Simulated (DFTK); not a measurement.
# Ge (Fd-3m) in DFTK: equation of state

Aim: energy against volume of Ge in PBEsol, for its equilibrium volume and stiffness.

Program: DFTK 0.8.2. These are calculated values, not measurements. Logs are shortened: lines on timing, memory, paths and dates and some standing lists are left out, and cuts for length are marked.

**The experiment to reproduce.**

From “Sub-monolayer structures of Ag overlayers on Ge(111): experimental observations and first-principles study”, 2019, arxiv:1908.00180, for a bulk crystal of Ge: bulk modulus 75.8 GPa.

The runs below are set against these values where they give the same quantity.

## (1) The structure

The structure is cubic, space group Fd-3m (No. 227). Conventional cell: a = 5.658 Å, b = 5.658 Å, c = 5.658 Å, α = 90.00°, β = 90.00°, γ = 90.00°. Around Ge (site symmetry -43m) lie 4 Ge at 2.45 Å.

## (2) Equation of state, PBEsol

Contents of run.jl:

```julia
using DFTK
using PseudoPotentialData
using Unitful, UnitfulAtomic
using LinearAlgebra, Printf
include("save.jl")
disable_threading()

# lattice vectors are the columns
lattice = austrip(1u"Å") * [           0.0        2.82891        2.82891;
                  2.82891            0.0        2.82891;
                  2.82891        2.82891            0.0]
symbols   = [:Ge, :Ge]
positions = [[0.75, 0.75, 0.75],
             [0.5, 0.5, 0.5]]
pseudopotentials = PseudoFamily("dojo.nc.sr.pbesol.v0_4_1.standard.upf")
elements = Dict(s => ElementPsp(s, pseudopotentials) for s in unique(symbols))
atoms    = [elements[s] for s in symbols]

build_model(lattice, positions; symmetries=true) =
    model_DFT(lattice, atoms, positions;
              functionals=PBEsol(),
              temperature=austrip(0.05u"eV"),
              smearing=Smearing.FermiDirac(),
              symmetries)
Ecut  = 39.0  # hartree
kgrid = [8, 8, 8]
tol   = 1e-6
to_GPa = ustrip(uconvert(u"GPa", 1u"hartree/bohr^3"))

results["points"] = []
for scale in [0.94, 0.96, 0.98, 1.0, 1.02, 1.04, 1.06]
    println("\n=== scale = ", scale)
    model = build_model(cbrt(scale) * lattice, positions)
    basis = PlaneWaveBasis(model; Ecut, kgrid)
    t0 = time()
    scfres = self_consistent_field(basis;
                                   tol,
                                   nbandsalg=AdaptiveBands(model; n_bands_converge=19))
    seconds = time() - t0
    @printf "SCF: %d iterations, %.1f s\n" scfres.n_iter seconds
    forces = compute_forces_cart(scfres)
    stress = compute_stresses_cart(scfres)
    @printf "V = %.5f Å^3  F = %.8f Ha  max force = %.5f eV/Å  p = %.4f GPa\n" ustrip(auconvert(u"Å^3", model.unit_cell_volume)) scfres.energies.total ustrip(auconvert(u"eV/Å", maximum(norm, forces))) (-tr(stress) / 3 * to_GPa)
    push!(results["points"], save_scf!(scfres; forces, stress, d=Dict{String,Any}("seconds" => seconds, "n_matvec" => get(scfres, :n_matvec, 0))))
end

# third-order Birch-Murnaghan fit in x = V^(-2/3)
V = [0.94, 0.96, 0.98, 1.0, 1.02, 1.04, 1.06] * abs(det(lattice))
E = [p["total"] for p in results["points"]]
x = V .^ (-2 / 3)
c = [x .^ 0 x x .^ 2 x .^ 3] \ E
Δ = c[3]^2 - 3c[2] * c[4]
if Δ > 0
    x0 = (-c[3] + sqrt(Δ)) / 3c[4]
    B0 = 4 / 9 * x0^(7 / 2) * (2c[3] + 6c[4] * x0)
    @printf "V0 = %.4f Å^3  B0 = %.2f GPa\n" ustrip(auconvert(u"Å^3", x0^(-3 / 2))) B0 * to_GPa
end
```

Potentials or basis: dojo.nc.sr.pbesol.v0_4_1.standard.upf (PBEsol).

Launch:

```bash
$ julia --threads=1 run.jl  # save.jl only writes the numbers to a file and isn't shown; printed stress counts tension as positive; times include loading and compiling
```

The log of the run:

```text
=== scale = 0.94
n     Energy            log10(ΔE)   log10(Δρ)   Diag   Δtime
---   ---------------   ---------   ---------   ----   ------
  1   -178.3985272605                   -0.97    4.8    17.2s
  2   -178.4007273977       -2.66       -1.47    1.0    8.11s
  3   -178.4011171782       -3.41       -1.90    2.0    10.0s
  4   -178.4011433460       -4.58       -2.25    1.0    6.76s
  5   -178.4011491466       -5.24       -2.72    1.4    7.27s
  6   -178.4011497842       -6.20       -2.89    2.0    11.4s
  7   -178.4011501285       -6.46       -4.18    1.0    5.95s
  8   -178.4011501441       -7.81       -3.60    3.6    11.7s
  9   -178.4011501545       -7.98       -4.29    2.0    9.42s
 10   -178.4011501547       -9.66       -4.27    1.0    6.67s
[... 78 further cycles ...]
  5   -178.4022689543       -5.12       -2.65    1.0    6.83s
  6   -178.4022701917       -5.91       -2.89    2.1    10.2s
  7   -178.4022705682       -6.42       -3.98    1.0    6.77s
  8   -178.4022705965       -7.55       -3.65    3.0    9.66s
  9   -178.4022706031       -8.18       -3.92    2.0    8.91s
 10   -178.4022706050       -8.72       -4.09    1.0    7.44s
 11   -178.4022706063       -8.88       -4.41    1.0    6.59s
 12   -178.4022706069       -9.22       -5.21    2.0    8.91s
 13   -178.4022706070      -10.62       -5.48    2.0    9.87s
 14   -178.4022706070      -11.53       -6.63    1.0    6.50s
SCF: 14 iterations, 121.8 s
V = 47.99470 Å^3  F = -178.40227061 Ha  max force = 0.00000 eV/Å  p = -2.9062 GPa
V0 = 45.7213 Å^3  B0 = 66.10 GPa
```

It took 23 min on 1 thread of Intel Xeon Platinum 8259CL at 2.50GHz (Skylake/Cascade Lake), shared host; peak memory 1.8 GiB.

What came out:

```yaml
Equilibrium_volume: 22.86 Å³/atom
Bulk_modulus: 66 GPa
Pressure_derivative_of_the_bulk_modulus: "4.8 (rough: it moves with the points fitted)"
```

Energy against volume, from the lowest point:
```
volume (Å³/atom)  energy (meV/atom)
          21.281              25.41
          21.733              12.14
          22.186               3.89
          22.639               0.03
          23.092               0.00
          23.545               3.50
          23.997              10.17
```

## (3) Single point, PBEsol, 21.28 Å³/atom (volume scaled by 0.94)

run.jl is that of step 2.

Potentials or basis: dojo.nc.sr.pbesol.v0_4_1.standard.upf (PBEsol).

Launch:

```bash
$ julia --threads=1 run.jl  # one pass of the loop, scale = 0.94; save.jl only writes the numbers to a file and isn't shown; printed stress counts tension as positive; times include loading and compiling
```

It took 2.3 min on 1 thread of Intel Xeon Platinum 8259CL at 2.50GHz (Skylake/Cascade Lake), shared host.

The run converged. Its results:

| Property | Result |
| --- | --- |
| Free energy | -4854.5426 eV |
| Pressure | 5.6 GPa |
| Band gap on the k mesh | 0.32 eV, indirect (least direct gap 0.56 eV) |

## (4) Single point, PBEsol, 21.73 Å³/atom (volume scaled by 0.96)

run.jl is that of step 3.

Launch:

```bash
$ julia --threads=1 run.jl  # one pass of the loop, scale = 0.96; save.jl only writes the numbers to a file and isn't shown; printed stress counts tension as positive; times include loading and compiling
```

It took 2.1 min on 1 thread of Intel Xeon Platinum 8259CL at 2.50GHz (Skylake/Cascade Lake), shared host.

The run converged. Its results:

| Item | Value |
| --- | --- |
| Free energy | -4854.5691 eV |
| Pressure | 3.7 GPa |
| Band gap on the k mesh | 0.25 eV, indirect (least direct gap 0.36 eV) |

## (5) Single point, PBEsol, 22.19 Å³/atom (volume scaled by 0.98)

run.jl is that of step 4.

Launch:

```bash
$ julia --threads=1 run.jl  # one pass of the loop, scale = 0.98; save.jl only writes the numbers to a file and isn't shown; printed stress counts tension as positive; times include loading and compiling
```

Run time: 2.1 min. Hardware: 1 thread of Intel Xeon Platinum 8259CL at 2.50GHz (Skylake/Cascade Lake), shared host.

The run converged. Its results:

```yaml
Free_energy: -4854.5856 eV
Pressure: 2.1 GPa
Band_gap_on_the_k_mesh: 0.17 eV, direct
```

## (6) Single point, PBEsol, 22.64 Å³/atom

run.jl is that of step 5.

Potentials or basis: dojo.nc.sr.pbesol.v0_4_1.standard.upf (PBEsol).

Launch:

```bash
$ julia --threads=1 run.jl  # one pass of the loop, scale = 1.0; save.jl only writes the numbers to a file and isn't shown; printed stress counts tension as positive; times include loading and compiling
```

It took 2.3 min on 1 thread of Intel Xeon Platinum 8259CL at 2.50GHz (Skylake/Cascade Lake), shared host.

Results (log left out):

| Quantity | Value |
| --- | --- |
| Free energy | -4854.5934 eV |
| Pressure | 0.6 GPa |
| Band gap on the k mesh | none (metal or under the smearing width) |

## (7) Single point, PBEsol, 23.09 Å³/atom (volume scaled by 1.02)

run.jl is that of step 6.

Launch:

```bash
$ julia --threads=1 run.jl  # one pass of the loop, scale = 1.02; save.jl only writes the numbers to a file and isn't shown; printed stress counts tension as positive; times include loading and compiling
```

Run time: 2.1 min. Hardware: 1 thread of Intel Xeon Platinum 8259CL at 2.50GHz (Skylake/Cascade Lake), shared host.

The run converged. Its results:

```
Free energy            : -4854.5934 eV
Pressure               : -0.7 GPa
Band gap on the k mesh : none (metal or under the smearing width)
```

## (8) Single point, PBEsol, 23.54 Å³/atom (volume scaled by 1.04)

run.jl is that of step 7.

Potentials or basis: dojo.nc.sr.pbesol.v0_4_1.standard.upf (PBEsol).

Launch:

```bash
$ julia --threads=1 run.jl  # one pass of the loop, scale = 1.04; save.jl only writes the numbers to a file and isn't shown; printed stress counts tension as positive; times include loading and compiling
```

Run time: 2.1 min. Hardware: 1 thread of Intel Xeon Platinum 8259CL at 2.50GHz (Skylake/Cascade Lake), shared host.

What came out:

| Item | Value |
| --- | --- |
| Free energy | -4854.5864 eV |
| Pressure | -1.8 GPa |
| Band gap on the k mesh | none (metal or under the smearing width) |

## (9) Single point, PBEsol, 24.00 Å³/atom (volume scaled by 1.06)

run.jl is that of step 8.

Potentials or basis: dojo.nc.sr.pbesol.v0_4_1.standard.upf (PBEsol).

Launch:

```bash
$ julia --threads=1 run.jl  # one pass of the loop, scale = 1.06; save.jl only writes the numbers to a file and isn't shown; printed stress counts tension as positive; times include loading and compiling
```

Run time: 2 min. Hardware: 1 thread of Intel Xeon Platinum 8259CL at 2.50GHz (Skylake/Cascade Lake), shared host.

The run converged. Its results:

```
Free energy            : -4854.5731 eV
Pressure               : -2.9 GPa
Band gap on the k mesh : none (metal or under the smearing width)
```

## (10) Against experiment

Step 2. Measured bulk modulus of Ge: 75.8 GPa (quoted in “Sub-monolayer structures of Ag overlayers on Ge(111): experimental observations and first-principles study”, 2019, arxiv:1908.00180). This calculation gives 66 GPa (-12.8 %). The fit is for a static lattice scaled at fixed shape and fixed fractional positions. The cell as given is a measured one (22.64 Å³/atom); PBEsol puts the equilibrium volume +1.0 % from it, thermal expansion not counted.
